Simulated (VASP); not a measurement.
# Si (Fd-3m) in VASP: settings compared, part 2 of 3

VASP 6.6.1. Earlier steps stand in the parts before.

**3. Phonon dispersion, LDA**

This run uses another cell than the first one: it holds 16 atoms, not 2.

Input file INCAR:

```
ALGO = Normal
EDIFF = 1E-7
ENCUT = 520
GGA = CA
IBRION = 6
ISIF = 2
ISMEAR = 0
LASPH = True
LCHARG = False
LPHON_DISPERSION = True
LREAL = Auto
LWAVE = False
NELM = 80
NFREE = 2
NSW = 1
PHON_NWRITE = -3
POTIM = 0.015
PREC = Accurate
SIGMA = 0.03
```

Input file KPOINTS:

```
k-points
0
Gamma
  3 3 3
```

Input file POSCAR:

```
Si
1.0
    0.0000000000      5.4271200000      5.4271200000
    5.4271200000      0.0000000000      5.4271200000
    5.4271200000      5.4271200000      0.0000000000
Si
16
Direct
    0.3750000000      0.3750000000      0.3750000000
    0.3750000000      0.3750000000      0.8750000000
    0.3750000000      0.8750000000      0.3750000000
    0.3750000000      0.8750000000      0.8750000000
    0.8750000000      0.3750000000      0.3750000000
    0.8750000000      0.3750000000      0.8750000000
    0.8750000000      0.8750000000      0.3750000000
    0.8750000000      0.8750000000      0.8750000000
    0.2500000000      0.2500000000      0.2500000000
    0.2500000000      0.2500000000      0.7500000000
    0.2500000000      0.7500000000      0.2500000000
    0.2500000000      0.7500000000      0.7500000000
    0.7500000000      0.2500000000      0.2500000000
    0.7500000000      0.2500000000      0.7500000000
    0.7500000000      0.7500000000      0.2500000000
    0.7500000000      0.7500000000      0.7500000000
```

Input file QPOINTS:

```
path GXWKGLUWLK,UX
8
line-mode
reciprocal
 0.0000000000  0.0000000000  0.0000000000  G
 0.5000000000  0.0000000000  0.5000000000  X

 0.5000000000  0.0000000000  0.5000000000  X
 0.5000000000  0.2500000000  0.7500000000  W

 0.5000000000  0.2500000000  0.7500000000  W
 0.3750000000  0.3750000000  0.7500000000  K

 0.3750000000  0.3750000000  0.7500000000  K
 0.0000000000  0.0000000000  0.0000000000  G

 0.0000000000  0.0000000000  0.0000000000  G
 0.5000000000  0.5000000000  0.5000000000  L

 0.5000000000  0.5000000000  0.5000000000  L
 0.6250000000  0.2500000000  0.6250000000  U

 0.6250000000  0.2500000000  0.6250000000  U
 0.5000000000  0.2500000000  0.7500000000  W

 0.5000000000  0.2500000000  0.7500000000  W
 0.5000000000  0.5000000000  0.5000000000  L

 0.5000000000  0.5000000000  0.5000000000  L
 0.3750000000  0.3750000000  0.7500000000  K

 0.6250000000  0.2500000000  0.6250000000  U
 0.5000000000  0.0000000000  0.5000000000  X
```

Potentials or basis: VASP PAW LDA potentials, release 64 (Si).

On the command line:

```sh
cat potpaw_LDA.64/Si/POTCAR > POTCAR
mpirun -np 4 vasp_std > vasp.out
```

OUTCAR:

```text
EDIFF = 1E-7
   ENCUT = 520
   GGA = CA
   IBRION = 6
   ISIF = 2
   ISMEAR = 0
   LASPH = True
   LREAL = Auto
   NELM = 80
   NFREE = 2
   NSW = 1
   POTIM = 0.015
   PREC = Accurate

 ion  position               nearest neighbor table
   1  0.375  0.375  0.375-   9 2.35  10 2.35  11 2.35  13 2.35
   2  0.375  0.375  0.875-   9 2.35  10 2.35  12 2.35  14 2.35
   3  0.375  0.875  0.375-   9 2.35  11 2.35  12 2.35  15 2.35
   4  0.375  0.875  0.875-  10 2.35  11 2.35  12 2.35  16 2.35
   5  0.875  0.375  0.375-   9 2.35  13 2.35  14 2.35  15 2.35
   6  0.875  0.375  0.875-  10 2.35  13 2.35  14 2.35  16 2.35
[... 8 lines left out ...]
  15  0.750  0.750  0.250-   3 2.35   5 2.35   7 2.35   8 2.35
  16  0.750  0.750  0.750-   4 2.35   6 2.35   7 2.35   8 2.35
[... 6 lines left out ...]
 A1 = (   0.0000000000,   5.4271200000,   5.4271200000)
 A2 = (   5.4271200000,   0.0000000000,   5.4271200000)
[... 716 lines left out ...]
  free  energy   TOTEN  =       -95.1412076825 eV

  energy  without entropy=      -95.1412076825  energy(sigma->0) =      -95.14120768

 INTERNAL STRAIN TENSORS FROM DISPLACED ATOMS
 ============================================

 INTERNAL STRAIN TENSOR FOR ION    1 for displacements in x,y,z  (eV/Angst):
          X           Y           Z          XY          YZ          ZX
  --------------------------------------------------------------------------------
  x    -0.00000     0.00000     0.00000     0.00000    -9.25734    -0.00000
  y    -0.00000    -0.00000    -0.00000    -0.00000     0.00000    -9.25734
  z     0.00000     0.00000    -0.00000    -9.25734     0.00000    -0.00000
[... 8 lines left out ...]
 INTERNAL STRAIN TENSOR FOR ION   16 for displacements in x,y,z  (eV/Angst):
          X           Y           Z          XY          YZ          ZX
  --------------------------------------------------------------------------------
  x     0.00000    -0.00000    -0.00000    -0.00000     9.25734     0.00000
  y     0.00000     0.00000     0.00000     0.00000    -0.00000     9.25734
  z    -0.00000    -0.00000     0.00000     9.25734    -0.00000     0.00000

 Eigenvectors and eigenvalues of the dynamical matrix
   1 f  =   15.242185 THz    95.769471 2PiTHz  508.424553 cm-1    63.036582 meV
   2 f  =   15.242185 THz    95.769471 2PiTHz  508.424553 cm-1    63.036582 meV
   3 f  =   15.242185 THz    95.769471 2PiTHz  508.424553 cm-1    63.036582 meV
   4 f  =   14.463242 THz    90.875229 2PiTHz  482.441817 cm-1    59.815135 meV
   5 f  =   14.463242 THz    90.875229 2PiTHz  482.441817 cm-1    59.815135 meV
   6 f  =   14.463242 THz    90.875229 2PiTHz  482.441817 cm-1    59.815135 meV
[... 40 lines left out ...]
  47 f  =    0.000001 THz     0.000007 2PiTHz    0.000037 cm-1     0.000005 meV
  48 f  =    0.000001 THz     0.000007 2PiTHz    0.000036 cm-1     0.000004 meV

 ELASTIC MODULI CONTR FROM IONIC RELAXATION (kBar)
 Direction    XX          YY          ZZ          XY          YZ          ZX
 --------------------------------------------------------------------------------
 XX          -0.0000     -0.0000      0.0000      0.0000     -0.0000     -0.0000
 YY          -0.0000     -0.0000     -0.0000      0.0000      0.0000     -0.0000
 ZZ           0.0000     -0.0000     -0.0000     -0.0000      0.0000     -0.0000
 XY           0.0000      0.0000     -0.0000   -257.3934     -0.0000     -0.0000
 YZ          -0.0000      0.0000      0.0000      0.0000   -257.3934     -0.0000
 ZX          -0.0000     -0.0000     -0.0000     -0.0000     -0.0000   -257.3934
 --------------------------------------------------------------------------------
[... 633 lines left out ...]
 q-point No.           q_x           q_y           q_z  q-path length
          80      0.500000      0.000000      0.500000       1.182800
  frequencies
   [THz]           4.260750      4.260750     12.107255     12.107255     13.563402     13.563402
   [2Pi THz]      26.771084     26.771084     76.072127     76.072127     85.221366     85.221366
   [cm-1]        142.123333    142.123333    403.854559    403.854559    452.426380    452.426380
   [meV]          17.621040     17.621040     50.071561     50.071561     56.093697     56.093697
```

It took 94 s on 4 MPI ranks of Intel Xeon Platinum 8488C (Sapphire Rapids), shared host; peak memory 0.21 GiB.

What came out:

```yaml
Highest_phonon_frequency: 508 cm⁻¹
```

Phonon frequencies in cm⁻¹ (negative: imaginary):
| q point | frequencies |
| --- | --- |
| (0.000, 0.000, 0.000) | 0 0 0 508 508 508 |
| (0.500, 0.000, 0.500) | 142 142 404 404 452 452 |
| (0.500, 0.214, 0.714) | 189 189 374 374 464 464 |
| (0.411, 0.339, 0.750) | 142 214 365 388 462 467 |
| (0.161, 0.161, 0.321) | 74 113 208 484 492 496 |
| (0.214, 0.214, 0.214) | 65 65 184 492 499 499 |
| (0.536, 0.429, 0.536) | 113 139 368 403 480 481 |
| (0.607, 0.250, 0.643) | 135 216 365 389 461 468 |
| (0.500, 0.250, 0.750) | 191 191 372 372 464 464 |
| (0.500, 0.500, 0.500) | 111 111 374 404 482 482 |
| (0.393, 0.393, 0.714) | 130 221 356 392 464 471 |
| (0.536, 0.071, 0.536) | 141 152 399 402 453 455 |

Phonon frequencies at the corners of the path (cm⁻¹, interpolated; i marks imaginary ones):
```csv
point,frequencies
Γ,0 0 0 508 508 508
X,142 142 404 404 452 452
W,191 191 372 372 464 464
K,133 216 365 390 461 468
L,111 111 374 404 482 482
U,133 216 365 390 461 468
```

**4. Phonon dispersion, PBEsol**

This run uses another cell than the first one: it holds 16 atoms, not 2.

Input file INCAR:

```
PREC = Accurate
ENCUT = 520
EDIFF = 1E-7
ISMEAR = 0
SIGMA = 0.03
LREAL = Auto
LASPH = True
NELM = 80
ALGO = Normal
ISIF = 2
LWAVE = False
LCHARG = False
GGA = PS
IBRION = 6
NFREE = 2
POTIM = 0.015
NSW = 1
LPHON_DISPERSION = True
PHON_NWRITE = -3
```

Input file KPOINTS:

```
regular mesh
0
Gamma
  3 3 3
```

POSCAR is that of step 3.

QPOINTS is that of step 3.

Potentials or basis: VASP PAW PBE potentials, release 64 (Si).

On the command line:

```sh
cat potpaw_PBE.64/Si/POTCAR > POTCAR
mpirun -np 4 vasp_std > vasp.out
```

OUTCAR:

```text
PREC = Accurate
   ENCUT = 520
   EDIFF = 1E-7
   ISMEAR = 0
   LREAL = Auto
   LASPH = True
   NELM = 80
   ISIF = 2
   GGA = PS
   IBRION = 6
   NFREE = 2
   POTIM = 0.015
   NSW = 1

 ion  position               nearest neighbor table
   1  0.375  0.375  0.375-   9 2.35  10 2.35  11 2.35  13 2.35
   2  0.375  0.375  0.875-   9 2.35  10 2.35  12 2.35  14 2.35
   3  0.375  0.875  0.375-   9 2.35  11 2.35  12 2.35  15 2.35
   4  0.375  0.875  0.875-  10 2.35  11 2.35  12 2.35  16 2.35
   5  0.875  0.375  0.375-   9 2.35  13 2.35  14 2.35  15 2.35
   6  0.875  0.375  0.875-  10 2.35  13 2.35  14 2.35  16 2.35
[... 8 lines left out ...]
  15  0.750  0.750  0.250-   3 2.35   5 2.35   7 2.35   8 2.35
  16  0.750  0.750  0.750-   4 2.35   6 2.35   7 2.35   8 2.35
[... 6 lines left out ...]
 A1 = (   0.0000000000,   5.4271200000,   5.4271200000)
 A2 = (   5.4271200000,   0.0000000000,   5.4271200000)
 A3 = (   5.4271200000,   5.4271200000,   0.0000000000)

Analysis of symmetry for initial positions (statically):
[... 720 lines left out ...]
 INTERNAL STRAIN TENSOR FOR ION    1 for displacements in x,y,z  (eV/Angst):
          X           Y           Z          XY          YZ          ZX
  --------------------------------------------------------------------------------
  x     0.00000     0.00000     0.00000     0.00000    -9.94421     0.00000
  y     0.00000     0.00000     0.00000     0.00000    -0.00000    -9.94421
  z     0.00000     0.00000     0.00000    -9.94421     0.00000     0.00000
[... 8 lines left out ...]
 INTERNAL STRAIN TENSOR FOR ION   16 for displacements in x,y,z  (eV/Angst):
          X           Y           Z          XY          YZ          ZX
  --------------------------------------------------------------------------------
  x    -0.00000    -0.00000    -0.00000    -0.00000     9.94421    -0.00000
  y    -0.00000    -0.00000    -0.00000    -0.00000     0.00000     9.94421
  z    -0.00000    -0.00000    -0.00000     9.94421    -0.00000    -0.00000

 Eigenvectors and eigenvalues of the dynamical matrix
   1 f  =   15.386685 THz    96.677395 2PiTHz  513.244576 cm-1    63.634189 meV
   2 f  =   15.386685 THz    96.677395 2PiTHz  513.244576 cm-1    63.634189 meV
   3 f  =   15.386685 THz    96.677395 2PiTHz  513.244576 cm-1    63.634189 meV
   4 f  =   14.661401 THz    92.120298 2PiTHz  489.051690 cm-1    60.634654 meV
   5 f  =   14.661401 THz    92.120298 2PiTHz  489.051690 cm-1    60.634654 meV
   6 f  =   14.661401 THz    92.120298 2PiTHz  489.051690 cm-1    60.634654 meV
[... 37 lines left out ...]
  44 f  =    3.177624 THz    19.965602 2PiTHz  105.994138 cm-1    13.141592 meV
  45 f  =    3.177624 THz    19.965602 2PiTHz  105.994138 cm-1    13.141592 meV
  46 f/i=    0.000001 THz     0.000007 2PiTHz    0.000039 cm-1     0.000005 meV
  47 f/i=    0.000001 THz     0.000007 2PiTHz    0.000040 cm-1     0.000005 meV
  48 f/i=    0.000001 THz     0.000007 2PiTHz    0.000040 cm-1     0.000005 meV

 ELASTIC MODULI CONTR FROM IONIC RELAXATION (kBar)
 Direction    XX          YY          ZZ          XY          YZ          ZX
 --------------------------------------------------------------------------------
 XX          -0.0000     -0.0000     -0.0000      0.0000      0.0000      0.0000
 YY          -0.0000     -0.0000     -0.0000      0.0000      0.0000      0.0000
 ZZ          -0.0000     -0.0000     -0.0000      0.0000      0.0000      0.0000
 XY           0.0000      0.0000      0.0000   -291.4538     -0.0000     -0.0000
 YZ           0.0000      0.0000      0.0000     -0.0000   -291.4538     -0.0000
 ZX           0.0000      0.0000      0.0000     -0.0000     -0.0000   -291.4538
 --------------------------------------------------------------------------------
[... 633 lines left out ...]
 q-point No.           q_x           q_y           q_z  q-path length
          80      0.500000      0.000000      0.500000       1.182800
  frequencies
   [THz]           4.040075      4.040075     12.209425     12.209425     13.819027     13.819027
   [2Pi THz]      25.384542     25.384542     76.714078     76.714078     86.827509     86.827509
   [cm-1]        134.762406    134.762406    407.262572    407.262572    460.953132    460.953132
   [meV]          16.708401     16.708401     50.494101     50.494101     57.150879     57.150879
```

Wall time 59 s (4 MPI ranks of Intel Xeon Platinum 8488C (Sapphire Rapids), shared host); peak memory 0.23 GiB.

Results:

```
Highest phonon frequency : 513 cm⁻¹
```

Phonon frequencies in cm⁻¹ (negative: imaginary):
| q point | frequencies |
| --- | --- |
| (0.000, 0.000, 0.000) | 0 0 0 513 513 513 |
| (0.500, 0.000, 0.500) | 135 135 407 407 461 461 |
| (0.500, 0.214, 0.714) | 183 183 378 378 472 472 |
| (0.411, 0.339, 0.750) | 135 209 368 393 470 476 |
| (0.161, 0.161, 0.321) | 71 111 209 489 498 502 |
| (0.214, 0.214, 0.214) | 63 63 185 497 504 504 |
| (0.536, 0.429, 0.536) | 109 135 367 410 486 488 |
| (0.607, 0.250, 0.643) | 129 211 368 394 469 476 |
| (0.500, 0.250, 0.750) | 186 186 376 376 473 473 |
| (0.500, 0.500, 0.500) | 106 106 373 412 489 489 |
| (0.393, 0.393, 0.714) | 124 216 358 398 472 479 |
| (0.536, 0.071, 0.536) | 134 145 403 405 462 463 |

Phonon frequencies at the corners of the path (cm⁻¹, interpolated; i marks imaginary ones):
```csv
point,frequencies
Γ,0 0 0 513 513 513
X,135 135 407 407 461 461
W,186 186 376 376 473 473
K,127 211 368 394 469 476
L,106 106 373 412 489 489
U,127 211 368 394 469 476
```

[end of part 2 of 3]
